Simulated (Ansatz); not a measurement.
SnO2: do energies and stresses tell the same story?

Method: DFT PBE, scalar-relativistic, plane waves, PAW in Ansatz 0.2.0.

Plane waves to 420 eV, a k mesh through Γ of 6×6×8 on the computed 6-atom cell and Gaussian smearing (0.02 eV); no spin polarisation.

Relaxed cell: P4_2/mnm, a = 4.827 Å, b = 4.827 Å, c = 3.238 Å, α = 90.00°, β = 90.00°, γ = 90.00°, 6 atoms in the primitive cell.

Energies at zero smearing and pressures from the stress tensor, at volumes with shape and atoms relaxed:
```
V (Å³/atom) E − E(first) (meV/atom) P (GPa)
     11.068                     0.00    29.97
     11.445                   -58.85    20.33
     11.823                   -96.95    12.27
     12.200                  -117.68     5.56
     12.577                  -124.00     0.00
     12.954                  -118.49    -4.56
     13.332                  -103.33    -8.20
     13.835                   -71.65   -11.79
```

Check P = −dE/dV between neighbouring volumes, and get the bulk modulus from the pressures alone.

With 1 eV/Å³ = 160.2 GPa:
| middle V (Å³/atom) | −ΔE/ΔV (GPa) | mean P (GPa) |
| --- | --- | --- |
| 11.257 | 24.988 | 25.148 |
| 11.634 | 16.179 | 16.300 |
| 12.011 | 8.804 | 8.914 |
| 12.388 | 2.682 | 2.780 |
| 12.766 | -2.336 | -2.277 |
| 13.143 | -6.441 | -6.379 |
| 13.583 | -10.088 | -9.999 |

The two differ by 0.16 GPa at most. The mean of two end pressures misses the average over a step by about ΔV² P″/12, up to 0.14 GPa here; with that taken off 0.03 GPa remains, from the finite cutoff, the mesh or the relaxation's tolerance. Around V = 12.577 Å³/atom, the two neighbours give B = −V ΔP/ΔV = 12.577 × 10.11 / 0.755 = 168.6 GPa, against B0 = 165.1 GPa from the Birch–Murnaghan fit of the energies.